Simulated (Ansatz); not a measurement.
# Searching the electronic states of Ni, part 2 of 2

Aim: see which self-consistent states Ni reaches from different starts at one fixed geometry, and which of them is lowest. The cell (2 atoms) is Ni in the measured crystal structure (space group Fm-3m, primitive cell doubled). Source: COD entry 9012967, which need not be the ambient phase.

Ansatz 0.2.0; DFT r2SCAN, PAW, plane waves, scalar-relativistic.

### 8 A moment on one site alone, plain SCF

The COD entry's cell or inner coordinates are ideal or old and differ from later refinements, so a difference from it is no clean test against experiment.

Contents of input.yaml:

```yaml
crystal:
  lattice:
    - [0.0, 3.5171, 3.5171]
    - [1.75855, 0.0, 1.75855]
    - [1.75855, 1.75855, 0.0]
  atoms:
    - { symbol: Ni, position: [0.0, 0.0, 0.0], spin: 2.0 }
    - { symbol: Ni, position: [0.5, 0.0, 0.0] }
magnetization:
  spin_polarized: true
hamiltonian:
  xc: r2scan
  pseudopotentials: { kind: paw }
basis:
  ecutwfc: 500
kpoints:
  mp_grid: { grid: [7, 14, 14] }
scf:
  occupations: { method: fermi_dirac, width: 0.1 }
  lower_state_search: "off"
output:
  forces: true
  stress: true
```

The log of the run (excerpt; [...] marks lines left out):

```text
[... 14 lines as in an earlier run ...]
Magnetic group: BNS 166.97 (UNI 1327), of the structure as read, at distance tolerance 2.8e-5 Å
[... 6 lines as in an earlier run ...]
Starting moments: Σ|m| = 2 μB on 1 of 2 sites
[... 2 lines as in an earlier run ...]
SCF iter   1: F=-11686.038890 eV  HF=-11690.218731 eV  |F-HF|=4.18e0  |Δ(HF+E_count)|=         —  Δρ=1.07e-1 (↑1.07e-1 ↓5.13e-2)  dr2=4.85e0  dr2_τ=2.21e-2  dr2_m=2.51e-1  M=1.539 μB ∫|m|=1.688 μB  β_m=0.30  ethr=3.10e-3  ⟨swp⟩=5.4  Hψ=25880  notcnv=0
[...]
spin-set hold released at iteration 6 (the charge has settled, or the pull on large starting moments outlasts its swing): the magnetisation degrees of freedom join the quasi-Newton model from the next iteration; the mixer history was flushed
[...]
SCF iter  22: F=-11690.606643 eV  HF=-11690.606643 eV  |F-HF|=9.80e-8  |Δ(HF+E_count)|=   4.38e-7  Δρ=1.10e-5 (↑7.36e-6 ↓1.10e-5)  dr2=9.09e-9  dr2_τ=1.77e-10  dr2_m=1.82e-9  M=1.506 μB ∫|m|=1.855 μB  ethr=1.12e-10  ⟨swp⟩=4.9  Hψ=26603  notcnv=0
[...]
[... 1 line as in an earlier run ...]
SCF converged after 22 iterations
Magnetization: 1.5057 μB (18.7528 up, 17.2472 down)
Absolute magnetization: 1.8572 μB (∫|ρ↑−ρ↓|, with the PAW one-centre terms)
Spin contamination: 0.0445 ħ² per cell (⟨S²⟩ above its minimum at these occupations)
Per-site moments (μB) at R_I (Å): [(0.8223768460282614, 1.0258731697958727), (0.8223465597776128, 1.0258731697958727)]
Free energy (F): -11690.606643 eV
[...]
E sigma→0 (E₀):  -11690.565350 eV
Entropy (-TS):   -0.082587 eV (-41.293 meV/atom)
Fermi energy:    18.117170 eV
[... 26 lines left out: energy terms, forces, stress ...]
```

It took 18 s on 2 threads of an x86-64 CPU, shared host; peak memory 0.55 GiB.

Nothing new: the 22 iterations lead to the state found in step 2 (ferromagnetic).

### 9 Parallel moments, Broyden mixing, no switch to direct minimisation

Edit input.yaml of step 8 so:

```diff
@@ -7,3 +7,3 @@
     - { symbol: Ni, position: [0.0, 0.0, 0.0], spin: 2.0 }
-    - { symbol: Ni, position: [0.5, 0.0, 0.0] }
+    - { symbol: Ni, position: [0.5, 0.0, 0.0], spin: 2.0 }
 magnetization:
@@ -20,2 +20,4 @@
   lower_state_search: "off"
+  algorithm: density_mixing
+  mixing: { algorithm: broyden, beta: 0.3 }
 output:
```

The log of the run (excerpt; [...] marks lines left out):

```text
[... 21 lines as in an earlier run ...]
Starting moments: Σ|m| = 4 μB on 2 of 2 sites
[... 3 lines as in an earlier run ...]
SCF iter   1: F=-11690.403328 eV  HF=-11689.778127 eV  |F-HF|=6.25e-1  |Δ(HF+E_count)|=         —  Δρ=1.10e-1 (↑9.17e-2 ↓1.10e-1)  dr2=4.54e-2  dr2_τ=3.41e-2  dr2_m=2.02e0  M=2.077 μB ∫|m|=2.352 μB  β_m=0.62  ethr=1.27e-4  ⟨swp⟩=1.8  Hψ=37566  notcnv=0
[...]
[... 1 line as in an earlier run ...]
[...]
SCF iter  15: F=-11690.606643 eV  HF=-11690.606643 eV  |F-HF|=2.96e-8  |Δ(HF+E_count)|=   4.16e-7  Δρ=2.25e-6 (↑1.54e-6 ↓2.25e-6)  dr2=1.37e-10  dr2_τ=2.42e-12  dr2_m=6.86e-10  M=1.506 μB ∫|m|=1.855 μB  ethr=2.56e-12  ⟨swp⟩=4.1  Hψ=23610  notcnv=0
[...]
[... 1 line as in an earlier run ...]
SCF converged after 15 iterations
Magnetization: 1.5056 μB (18.7528 up, 17.2472 down)
Absolute magnetization: 1.8570 μB (∫|ρ↑−ρ↓|, with the PAW one-centre terms)
Spin contamination: 0.0445 ħ² per cell (⟨S²⟩ above its minimum at these occupations)
Per-site moments (μB) at R_I (Å): [(0.8222983034527324, 1.0258731697958727), (0.8222983034527324, 1.0258731697958727)]
Free energy (F): -11690.606643 eV
[...]
E sigma→0 (E₀):  -11690.565347 eV
Entropy (-TS):   -0.082592 eV (-41.296 meV/atom)
Fermi energy:    18.117053 eV
[... 26 lines left out: energy terms, forces, stress ...]
```

It took 14 s on 2 threads of an x86-64 CPU, shared host; peak memory 0.55 GiB.

The run ends in the same state as step 2 (ferromagnetic); it took 15 iterations.

### 10 Parallel moments, spin not held back in the first iterations, no switch to direct minimisation

Edit input.yaml of step 9 so:

```diff
@@ -21,3 +21,3 @@
   algorithm: density_mixing
-  mixing: { algorithm: broyden, beta: 0.3 }
+  mixing: { spin_hold: "off" }
 output:
```

The log of the run (excerpt; [...] marks lines left out):

```text
[... 21 lines as in an earlier run ...]
Starting moments: Σ|m| = 4 μB on 2 of 2 sites
[... 2 lines as in an earlier run ...]
[...]
SCF iter   1: F=-11690.402369 eV  HF=-11689.649861 eV  |F-HF|=7.53e-1  |Δ(HF+E_count)|=         —  Δρ=1.09e-1 (↑8.81e-2 ↓1.09e-1)  dr2=5.83e-2  dr2_τ=3.75e-2  dr2_m=1.93e0  M=2.066 μB ∫|m|=2.236 μB  β_m=0.62  ethr=1.63e-4  ⟨swp⟩=1.7  Hψ=37442  notcnv=0
[...]
SCF iter  14: F=-11690.606643 eV  HF=-11690.606643 eV  |F-HF|=3.20e-8  |Δ(HF+E_count)|=   9.90e-7  Δρ=3.67e-6 (↑2.53e-6 ↓3.67e-6)  dr2=3.13e-10  dr2_τ=4.62e-12  dr2_m=1.85e-9  M=1.506 μB ∫|m|=1.855 μB  ethr=1.39e-12  ⟨swp⟩=4.4  Hψ=24188  notcnv=0
[...]
[... 1 line as in an earlier run ...]
SCF converged after 14 iterations
Magnetization: 1.5055 μB (18.7528 up, 17.2472 down)
Absolute magnetization: 1.8570 μB (∫|ρ↑−ρ↓|, with the PAW one-centre terms)
Spin contamination: 0.0445 ħ² per cell (⟨S²⟩ above its minimum at these occupations)
Per-site moments (μB) at R_I (Å): [(0.8222746374101989, 1.0258731697958727), (0.8222746374101989, 1.0258731697958727)]
Free energy (F): -11690.606643 eV
[...]
E sigma→0 (E₀):  -11690.565345 eV
Entropy (-TS):   -0.082596 eV (-41.298 meV/atom)
Fermi energy:    18.117007 eV
[... 26 lines left out: energy terms, forces, stress ...]
```

Wall time 13 s (2 threads of an x86-64 CPU, shared host); peak memory 0.54 GiB.

The run ends in the same state as step 2 (ferromagnetic); it took 14 iterations.

### 11 Comparing the starts

```
step  iterations  state  moments of Ni1 Ni2 (μB)  total (μB)  gap (eV)  pressure (GPa)  above lowest (meV/atom)
   2          15      1                0.82 0.82        1.51      none            -6.4                      0.0
   3          16      2               0.51 -0.51        0.00      none            -7.4                     87.6
   4           8      3                0.00 0.00        0.00      none            -9.0                      102
   5          11      1                0.82 0.82        1.51      none            -6.4                      0.0
   6          20      1                0.82 0.82        1.51      none            -6.4                      0.0
   7          22      1                0.82 0.82        1.51      none            -6.4                      0.0
   8          22      1                0.82 0.82        1.51      none            -6.4                      0.0
   9          15      1                0.82 0.82        1.51      none            -6.4                      0.0
  10          14      1                0.82 0.82        1.51      none            -6.4                      0.0
```

States are numbered from the lowest. Starts by step: 2 parallel moments, plain SCF; 3 opposed moments +-, plain SCF; 4 no spin polarisation; 5 spin on, no moments given (the program may seed its own), plain SCF; 6 parallel moments scaled by 0.2, plain SCF; 7 moments ++ scaled by 1.4, plain SCF; 8 a moment on one site alone, plain SCF; 9 parallel moments, Broyden mixing, no switch to direct minimisation; 10 parallel moments, spin not held back in the first iterations, no switch to direct minimisation.

The 9 runs of this session took 1.9 min in all, from 4.1 s to 18 s each.

Decimal logarithm of the largest residual (eV) by iteration, counted through all cycles of a run (7 of the 9 runs):

```
iteration  step 2  step 3  step 4  step 5  step 6  step 7  step 8
        1     0.3     0.4    -1.2     0.8    -0.5     0.8     0.7
        2    -0.3     0.2    -2.1    -0.8    -1.0     0.6     1.1
        3    -2.4    -0.9    -2.8    -1.0    -1.9     0.4    -0.1
        4    -1.9    -1.5    -2.5    -1.7    -2.1     0.2     0.0
        5    -2.3    -2.1    -4.0    -1.5    -2.1     0.0    -0.2
        7    -4.1    -3.1    -5.9    -3.8    -2.4    -0.4    -1.7
        9    -5.7    -3.5       -    -4.9    -2.7    -0.3    -1.4
       11    -6.3    -4.6       -    -9.0    -3.4    -1.4    -2.2
       12    -7.6    -4.5       -       -    -3.4    -1.5    -2.6
       14    -8.2    -7.0       -       -    -4.2    -2.8    -3.5
       16       -    -7.6       -       -    -6.6    -5.1    -5.0
       18       -       -       -       -    -7.1    -4.9    -6.3
       20       -       -       -       -    -9.2    -7.0    -7.1
       22       -       -       -       -       -    -8.8    -8.0
```

### 12 Outcome

The summary covers parts 1 to 2.

| quantity | value |
| --- | --- |
| distinct states | 3 from 9 converged runs |
| lowest state from plain starts | ferromagnetic |
| its moments | Ni1 0.82, Ni2 0.82 μB |
| total moment | 1.51 μB per cell |
| gap on the k-mesh | none |
| pressure | -6.4 GPa |
| largest force | 0.000 eV/Å |
| next state | antiferromagnetic, 87.6 meV/atom higher |
| highest state | non-magnetic (no spin polarisation), 102 meV/atom higher |

Distinct end states: 3, from 9 converged runs. Switching spin polarisation off costs 102 meV/atom in free energy, smearing entropy included. The best antiferromagnetic state lies 87.6 meV/atom above the best ferromagnetic one. A lower state than any found can't be excluded.
